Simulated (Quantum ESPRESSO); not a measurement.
# BaTiO3 (Pm-3m) in Quantum ESPRESSO: notebook

The runs below take BaTiO3 through single point, equation of state, with LDA.

Program: Quantum ESPRESSO 7.5. These are calculated values, not measurements. Logs are shortened: lines on timing, memory, paths and dates and some standing lists are left out, and cuts for length are marked.

## Step 1: The crystal as given

Symmetry: Pm-3m, No. 221, cubic system. Conventional cell: a = 4.006 Å, b = 4.006 Å, c = 4.006 Å, α = 90.00°, β = 90.00°, γ = 90.00°. Around Ba (site symmetry m-3m) lie 12 O at 2.83 Å. Ti (site symmetry m-3m) has 6 O at 2.00 Å as nearest neighbours. O (site symmetry 4/mmm) has 2 Ti at 2.00 Å as nearest neighbours.

## Step 2: Single point, LDA, 12.09 Å³/atom

The input, pw.in:

```
&CONTROL
  calculation = 'scf'
  prefix = 'pwscf'
  outdir = './tmp'
  pseudo_dir = './pseudo'
  tstress = .true.
  disk_io = 'nowf'
/
&SYSTEM
  ibrav = 0
  nat = 5
  ntyp = 3
  ecutwfc = 45
  ecutrho = 360
  nbnd = 28
  occupations = 'smearing'
  smearing = 'fd'
  degauss = 0.00367493
/
&ELECTRONS
  conv_thr = 1d-09
  electron_maxstep = 120
  mixing_beta = 0.5
/
ATOMIC_SPECIES
Ba   137.3270 ba_lda_v1.uspp.F.UPF
Ti    47.8670 ti_lda_v1.4.uspp.F.UPF
O     15.9990 o_lda_v1.2.uspp.F.UPF
CELL_PARAMETERS angstrom
   3.9242219515    0.0000000000    0.0000000000
   0.0000000000    3.9242219515    0.0000000000
   0.0000000000    0.0000000000    3.9242219515
ATOMIC_POSITIONS crystal
Ba     0.5000000000    0.5000000000    0.5000000000
Ti     0.0000000000    0.0000000000    0.0000000000
O      0.0000000000    0.0000000000    0.5000000000
O      0.0000000000    0.5000000000    0.0000000000
O      0.5000000000    0.0000000000    0.0000000000
K_POINTS automatic
7 7 7 0 0 0
```

Potentials or basis: GBRV 1.5 LDA.

Command:

```
$ OMP_NUM_THREADS=1 mpirun -n 2 pw.x -nk 2 -in pw.in > pw.out
```

pw.out:

```text
This program is part of the open-source Quantum ESPRESSO suite
     for quantum simulation of materials; please cite
         "P. Giannozzi et al., J. Phys.:Condens. Matter 21 395502 (2009);
         "P. Giannozzi et al., J. Phys.:Condens. Matter 29 465901 (2017);
         "P. Giannozzi et al., J. Chem. Phys. 152 154105 (2020);
     in publications or presentations arising from this work. More details at

     Message from routine setup:
     using ibrav=0 with symmetry is DISCOURAGED, use correct ibrav instead

     K-points division:     npool     =       2
     Subspace diagonalization in iterative solution of the eigenvalue problem:
     a serial algorithm will be used

     G-vector sticks info
     --------------------
     sticks:   dense  smooth     PW     G-vecs:    dense   smooth      PW
     Sum        1581     793    241                47089    16663    2721

     Using Slab Decomposition

     bravais-lattice index     =            0
     lattice parameter (alat)  =       7.4157  a.u.
     unit-cell volume          =     407.8095 (a.u.)^3
     number of atoms/cell      =            5
     number of atomic types    =            3
     number of electrons       =        40.00
     number of Kohn-Sham states=           28
     kinetic-energy cutoff     =      45.0000  Ry
     charge density cutoff     =     360.0000  Ry
     scf convergence threshold =      1.0E-09
     mixing beta               =       0.5000
     number of iterations used =            8  plain     mixing
     Exchange-correlation= SLA  PZ   NOGX NOGC
                           (   1   1   0   0   0   0   0)

     celldm(1)=   7.415705  celldm(2)=   0.000000  celldm(3)=   0.000000
     celldm(4)=   0.000000  celldm(5)=   0.000000  celldm(6)=   0.000000

     crystal axes: (cart. coord. in units of alat)
               a(1) = (   1.000000   0.000000   0.000000 )
               a(2) = (   0.000000   1.000000   0.000000 )
               a(3) = (   0.000000   0.000000   1.000000 )

     reciprocal axes: (cart. coord. in units 2 pi/alat)
               b(1) = (  1.000000  0.000000  0.000000 )
               b(2) = (  0.000000  1.000000  0.000000 )
               b(3) = (  0.000000  0.000000  1.000000 )

     PseudoPot. # 1 for Ba read from file:
     ba_lda_v1.uspp.F.UPF
     Pseudo is Ultrasoft + core correction, Zval = 10.0
     Generated by new atomic code, or converted to UPF format
     Using radial grid of  907 points,  7 beta functions with:
                l(1) =   0
                l(2) =   0
                l(3) =   1
                l(4) =   1
                l(5) =   2
                l(6) =   2
                l(7) =   3
     Q(r) pseudized with  6 coefficients,  rinner =    1.700   1.700   1.700
                                                       1.700   1.700   1.700
                                                       1.700

     PseudoPot. # 2 for Ti read from file:
     ti_lda_v1.4.uspp.F.UPF
     Pseudo is Ultrasoft + core correction, Zval = 12.0
     Generated by new atomic code, or converted to UPF format
     Using radial grid of  851 points,  6 beta functions with:
                l(1) =   0
                l(2) =   0
                l(3) =   1
                l(4) =   1
                l(5) =   2
                l(6) =   2
     Q(r) pseudized with  6 coefficients,  rinner =    1.000   1.000   1.000
                                                       1.000   1.000

     PseudoPot. # 3 for O  read from file:
     o_lda_v1.2.uspp.F.UPF
     Pseudo is Ultrasoft + core correction, Zval =  6.0
     Generated by new atomic code, or converted to UPF format
     Using radial grid of  737 points,  5 beta functions with:
                l(1) =   0
                l(2) =   0
                l(3) =   1
                l(4) =   1
                l(5) =   2
     Q(r) pseudized with  8 coefficients,  rinner =    0.900   0.900   0.900
                                                       0.900   0.900

     atomic species   valence    mass     pseudopotential
     Ba               10.00   137.32700     Ba( 1.00)
     Ti               12.00    47.86700     Ti( 1.00)
     O                 6.00    15.99900     O ( 1.00)

     48 Sym. Ops., with inversion, found

   Cartesian axes

     site n.     atom                  positions (alat units)
         1        Ba     tau(   1) = (   0.5000000   0.5000000   0.5000000  )
         2        Ti     tau(   2) = (   0.0000000   0.0000000   0.0000000  )
         3        O      tau(   3) = (   0.0000000   0.0000000   0.5000000  )
         4        O      tau(   4) = (   0.0000000   0.5000000   0.0000000  )
         5        O      tau(   5) = (   0.5000000   0.0000000   0.0000000  )

     number of k points=    20  Fermi-Dirac smearing, width (Ry)=  0.0037
                       cart. coord. in units 2pi/alat
        k(    1) = (   0.0000000   0.0000000   0.0000000), wk =   0.0058309
        k(    2) = (   0.0000000   0.0000000   0.1428571), wk =   0.0349854
        k(    3) = (   0.0000000   0.0000000   0.2857143), wk =   0.0349854
        k(    4) = (   0.0000000   0.0000000   0.4285714), wk =   0.0349854
        k(    5) = (   0.0000000   0.1428571   0.1428571), wk =   0.0699708
        k(    6) = (   0.0000000   0.1428571   0.2857143), wk =   0.1399417
[... 12 lines left out ...]
        k(   19) = (   0.2857143   0.4285714   0.4285714), wk =   0.1399417
        k(   20) = (   0.4285714   0.4285714   0.4285714), wk =   0.0466472

     Dense  grid:    47089 G-vectors     FFT dimensions: (  45,  45,  45)

     Smooth grid:    16663 G-vectors     FFT dimensions: (  32,  32,  32)

     Check: negative core charge=   -0.000007

     Initial potential from superposition of free atoms

     starting charge      38.9872, renormalised to      40.0000

     negative rho (up, down):  1.001E-01 0.000E+00
     Starting wfcs are   35 randomized atomic wfcs

     Self-consistent Calculation

     iteration #  1     ecut=    45.00 Ry     beta= 0.50
     Davidson diagonalization with overlap
     ethr =  1.00E-02,  avg # of iterations =  2.0

     negative rho (up, down):  9.415E-02 0.000E+00

     total energy              =    -286.90944540 Ry
     estimated scf accuracy    <       0.71958432 Ry

     iteration #  2     ecut=    45.00 Ry     beta= 0.50
     Davidson diagonalization with overlap
     ethr =  1.80E-03,  avg # of iterations =  2.0

     negative rho (up, down):  9.290E-02 0.000E+00

     total energy              =    -286.77075762 Ry
     estimated scf accuracy    <       2.42701368 Ry

     iteration #  3     ecut=    45.00 Ry     beta= 0.50
     Davidson diagonalization with overlap
     ethr =  1.80E-03,  avg # of iterations =  2.0

     negative rho (up, down):  9.118E-02 0.000E+00

     total energy              =    -287.20663904 Ry
     estimated scf accuracy    <       0.09318652 Ry

     iteration #  4     ecut=    45.00 Ry     beta= 0.50
     Davidson diagonalization with overlap
     ethr =  2.33E-04,  avg # of iterations =  1.9
[... 46 lines left out ...]
     negative rho (up, down):  8.871E-02 0.000E+00

     total energy              =    -287.20810651 Ry
     estimated scf accuracy    <       0.00000005 Ry

     iteration # 10     ecut=    45.00 Ry     beta= 0.50
     Davidson diagonalization with overlap
     ethr =  6.07E-11,  avg # of iterations =  2.0

     negative rho (up, down):  8.871E-02 0.000E+00

     total energy              =    -287.20810652 Ry
     estimated scf accuracy    <          1.8E-09 Ry

     iteration # 11     ecut=    45.00 Ry     beta= 0.50
     Davidson diagonalization with overlap
     ethr =  4.47E-12,  avg # of iterations =  1.4

     negative rho (up, down):  8.871E-02 0.000E+00

     End of self-consistent calculation

          k = 0.0000 0.0000 0.0000 (  2103 PWs)   bands (ev):

   -44.7916 -21.3807 -21.3807 -21.3807 -13.5769  -5.7766  -5.0938  -5.0938
     1.2358   1.2358   1.2358   8.6549   8.6549   8.6549   9.6649   9.6649
     9.6649  10.8338  10.8338  10.8338  12.7105  12.7105  12.7105  15.3066
    15.3066  15.9762  15.9762  18.8355

          k = 0.0000 0.0000 0.1429 (  2060 PWs)   bands (ev):

   -44.7913 -21.3940 -21.3801 -21.3801 -13.5457  -5.8087  -5.0845  -5.0651
     1.2751   1.2751   1.3503   8.2781   8.5753   8.5753   9.4281   9.4281
     9.4673  10.3090  10.6729  10.6729  12.7404  13.1652  13.1652  15.3154
    15.8739  16.3716  16.3979  19.3371

          k = 0.0000 0.0000 0.2857 (  2060 PWs)   bands (ev):

   -44.7909 -21.4238 -21.3787 -21.3787 -13.4741  -5.9675  -5.0634  -4.8921
     1.3671   1.3671   1.6040   7.4517   8.3026   8.3026   9.0772   9.1158
     9.1158   9.4608  10.4016  10.4016  12.8094  14.0030  14.0030  15.3235
    16.8168  17.2838  17.4599  19.5873

          k = 0.0000 0.0000 0.4286 (  2064 PWs)   bands (ev):

   -44.7906 -21.4475 -21.3777 -21.3777 -13.4149  -6.1319  -5.0463  -4.6934
     1.4450   1.4450   1.8056   6.8121   8.0253   8.0253   8.8035   8.9353
     8.9922   8.9922  10.2238  10.2238  12.8667  14.6000  14.6000  15.3271
    17.4099  18.0827  18.6042  19.4351

          k = 0.0000 0.1429 0.1429 (  2055 PWs)   bands (ev):
[... 90 lines left out ...]
          k = 0.2857 0.2857 0.4286 (  2095 PWs)   bands (ev):

   -44.7893 -21.4413 -21.4174 -21.4167 -13.2924  -5.3765  -4.8820  -4.8684
     0.7373   0.9161   1.3513   6.6559   7.3458   7.5202   7.6422   8.4503
     8.5273  10.0827  10.3758  10.4865  14.6724  14.9434  14.9794  17.7804
    18.5573  19.1415  19.2395  19.4539

          k = 0.2857 0.4286 0.4286 (  2079 PWs)   bands (ev):

   -44.7889 -21.4398 -21.4396 -21.4158 -13.2590  -5.1333  -4.8627  -4.8393
     0.6391   0.6913   0.9736   6.5194   6.9306   7.5243   7.7955   8.4229
     8.4804  10.3534  10.4331  10.7726  15.0529  15.0586  15.2355  17.9715
    18.7892  18.9482  19.0560  19.2484

          k = 0.4286 0.4286 0.4286 (  2091 PWs)   bands (ev):

   -44.7886 -21.4385 -21.4383 -21.4383 -13.2275  -4.8827  -4.7830  -4.7830
     0.4056   0.4056   0.5491   6.3916   6.9357   6.9357   8.3240   8.5392
     8.5392  10.7309  10.7309  10.8166  15.3407  15.3407  15.3436  18.1930
    18.1930  18.2629  19.1531  19.1531

     the Fermi energy is    11.8081 ev

!    total energy              =    -287.20810652 Ry
     estimated scf accuracy    <          8.7E-12 Ry
     smearing contrib. (-TS)   =      -0.00000000 Ry
     internal energy E=F+TS    =    -287.20810652 Ry

     The total energy is F=E-TS. E is the sum of the following terms:
     one-electron contribution =     -66.36022386 Ry
     hartree contribution      =      58.17462375 Ry
     xc contribution           =     -67.55662981 Ry
     ewald contribution        =    -211.46587659 Ry

     convergence has been achieved in  11 iterations

     Computing stress (Cartesian axis) and pressure

     negative rho (up, down):  8.871E-02 0.000E+00
          total   stress  (Ry/bohr**3)                   (kbar)     P=       32.15
   0.00021858   0.00000000   0.00000000           32.15        0.00        0.00
   0.00000000   0.00021858   0.00000000            0.00       32.15        0.00
   0.00000000   0.00000000   0.00021858            0.00        0.00       32.15

=------------------------------------------------------------------------------=
   JOB DONE.
=------------------------------------------------------------------------------=
```

It took 13 s on 2 MPI ranks of Intel Xeon 6975P-C (Granite Rapids), shared host; peak memory 0.44 GiB.

What came out:

```yaml
Free_energy: -3907.6654 eV
Pressure: 3.2 GPa
Band_gap_on_the_k_mesh: 1.88 eV, direct
```

Caveat: spin-orbit coupling is left out, which moves the levels of the heavy elements; an odd mesh through Γ misses points on the zone boundary, where band edges often lie.

## Step 3: Single point, LDA, 12.34 Å³/atom

pw.in: that of step 2 with these lines changed.

```diff
@@ -29,5 +29,5 @@
 CELL_PARAMETERS angstrom
-   3.9242219515    0.0000000000    0.0000000000
-   0.0000000000    3.9242219515    0.0000000000
-   0.0000000000    0.0000000000    3.9242219515
+   3.9518582279    0.0000000000    0.0000000000
+   0.0000000000    3.9518582279    0.0000000000
+   0.0000000000    0.0000000000    3.9518582279
 ATOMIC_POSITIONS crystal
```

Potentials or basis: GBRV 1.5 LDA.

Command:

```
$ OMP_NUM_THREADS=1 mpirun -n 2 pw.x -nk 2 -in pw.in > pw.out
```

Run time: 15 s. Hardware: 2 MPI ranks of Intel Xeon 6975P-C (Granite Rapids), shared host; peak memory 0.44 GiB.

It converged, with:

- Free energy: -3907.6753 eV
- Pressure: -1.0 GPa
- Band gap on the k mesh: 1.85 eV, indirect (least direct gap 1.86 eV)

Caveat: spin-orbit coupling is left out, which moves the levels of the heavy elements; an odd mesh through Γ misses points on the zone boundary, where band edges often lie.

## Step 4: Single point, LDA, 12.60 Å³/atom

pw.in: that of step 3 with these lines changed.

```diff
@@ -29,5 +29,5 @@
 CELL_PARAMETERS angstrom
-   3.9518582279    0.0000000000    0.0000000000
-   0.0000000000    3.9518582279    0.0000000000
-   0.0000000000    0.0000000000    3.9518582279
+   3.9791132838    0.0000000000    0.0000000000
+   0.0000000000    3.9791132838    0.0000000000
+   0.0000000000    0.0000000000    3.9791132838
 ATOMIC_POSITIONS crystal
```

Command:

```
$ OMP_NUM_THREADS=1 mpirun -n 2 pw.x -nk 2 -in pw.in > pw.out
```

Run time: 16 s. Hardware: 2 MPI ranks of Intel Xeon 6975P-C (Granite Rapids), shared host; peak memory 0.46 GiB.

Results (log left out):

```
Free energy            : -3907.6530 eV
Pressure               : -4.8 GPa
Band gap on the k mesh : 1.81 eV, indirect (least direct gap 1.85 eV)
```

Caveat: spin-orbit coupling is left out, which moves the levels of the heavy elements; an odd mesh through Γ misses points on the zone boundary, where band edges often lie.

## Step 5: Single point, LDA, 12.86 Å³/atom

pw.in: that of step 4 with these lines changed.

```diff
@@ -29,5 +29,5 @@
 CELL_PARAMETERS angstrom
-   3.9791132838    0.0000000000    0.0000000000
-   0.0000000000    3.9791132838    0.0000000000
-   0.0000000000    0.0000000000    3.9791132838
+   4.0060000000    0.0000000000    0.0000000000
+   0.0000000000    4.0060000000    0.0000000000
+   0.0000000000    0.0000000000    4.0060000000
 ATOMIC_POSITIONS crystal
```

Command:

```
$ OMP_NUM_THREADS=1 mpirun -n 2 pw.x -nk 2 -in pw.in > pw.out
```

Wall time 17 s (2 MPI ranks of Intel Xeon 6975P-C (Granite Rapids), shared host); peak memory 0.48 GiB.

Results (log left out):

| Quantity | Value |
| --- | --- |
| Free energy | -3907.6022 eV |
| Pressure | -8.1 GPa |
| Band gap on the k mesh | 1.77 eV, indirect (least direct gap 1.83 eV) |

Caveat: spin-orbit coupling is left out, which moves the levels of the heavy elements; an odd mesh through Γ misses points on the zone boundary, where band edges often lie.

## Step 6: Single point, LDA, 13.11 Å³/atom

pw.in: that of step 5 with these lines changed.

```diff
@@ -29,5 +29,5 @@
 CELL_PARAMETERS angstrom
-   4.0060000000    0.0000000000    0.0000000000
-   0.0000000000    4.0060000000    0.0000000000
-   0.0000000000    0.0000000000    4.0060000000
+   4.0325305745    0.0000000000    0.0000000000
+   0.0000000000    4.0325305745    0.0000000000
+   0.0000000000    0.0000000000    4.0325305745
 ATOMIC_POSITIONS crystal
```

Potentials or basis: GBRV 1.5 LDA.

Command:

```
$ OMP_NUM_THREADS=1 mpirun -n 2 pw.x -nk 2 -in pw.in > pw.out
```

Wall time 17 s (2 MPI ranks of Intel Xeon 6975P-C (Granite Rapids), shared host); peak memory 0.48 GiB.

Results (log left out):

| Property | Result |
| --- | --- |
| Free energy | -3907.5258 eV |
| Pressure | -11.1 GPa |
| Band gap on the k mesh | 1.73 eV, indirect (least direct gap 1.81 eV) |

Caveat: spin-orbit coupling is left out, which moves the levels of the heavy elements; an odd mesh through Γ misses points on the zone boundary, where band edges often lie.

## Step 7: Single point, LDA, 13.37 Å³/atom

pw.in: that of step 6 with these lines changed.

```diff
@@ -29,5 +29,5 @@
 CELL_PARAMETERS angstrom
-   4.0325305745    0.0000000000    0.0000000000
-   0.0000000000    4.0325305745    0.0000000000
-   0.0000000000    0.0000000000    4.0325305745
+   4.0587165717    0.0000000000    0.0000000000
+   0.0000000000    4.0587165717    0.0000000000
+   0.0000000000    0.0000000000    4.0587165717
 ATOMIC_POSITIONS crystal
```

Command:

```
$ OMP_NUM_THREADS=1 mpirun -n 2 pw.x -nk 2 -in pw.in > pw.out
```

Run time: 16 s. Hardware: 2 MPI ranks of Intel Xeon 6975P-C (Granite Rapids), shared host; peak memory 0.48 GiB.

Results (log left out):

```yaml
Free_energy: -3907.4270 eV
Pressure: -13.8 GPa
Band_gap_on_the_k_mesh: 1.69 eV, indirect (least direct gap 1.79 eV)
```

Caveat: spin-orbit coupling is left out, which moves the levels of the heavy elements; an odd mesh through Γ misses points on the zone boundary, where band edges often lie.

## Step 8: Single point, LDA, 13.63 Å³/atom

pw.in: that of step 7 with these lines changed.

```diff
@@ -29,5 +29,5 @@
 CELL_PARAMETERS angstrom
-   4.0587165717    0.0000000000    0.0000000000
-   0.0000000000    4.0587165717    0.0000000000
-   0.0000000000    0.0000000000    4.0587165717
+   4.0845689666    0.0000000000    0.0000000000
+   0.0000000000    4.0845689666    0.0000000000
+   0.0000000000    0.0000000000    4.0845689666
 ATOMIC_POSITIONS crystal
```

Command:

```
$ OMP_NUM_THREADS=1 mpirun -n 2 pw.x -nk 2 -in pw.in > pw.out
```

It took 19 s on 2 MPI ranks of Intel Xeon 6975P-C (Granite Rapids), shared host; peak memory 0.5 GiB.

Results (log left out):

```
Free energy            : -3907.3079 eV
Pressure               : -16.1 GPa
Band gap on the k mesh : 1.65 eV, indirect (least direct gap 1.76 eV)
```

Caveat: spin-orbit coupling is left out, which moves the levels of the heavy elements; an odd mesh through Γ misses points on the zone boundary, where band edges often lie.

## Step 9: Equation of state, LDA

Potentials or basis: GBRV 1.5 LDA.

This step only gathers the single runs of the series.

What came out:

- Equilibrium volume: 12.29 Å³/atom
- Bulk modulus: 196 GPa
- Pressure derivative of the bulk modulus: 4.6

Energy against volume, from the lowest point:
| volume (Å³/atom) | energy (meV/atom) |
| --- | --- |
| 12.086 | 1.98 |
| 12.343 | 0.00 |
| 12.601 | 4.45 |
| 12.858 | 14.61 |
| 13.115 | 29.89 |
| 13.372 | 49.65 |
| 13.629 | 73.47 |
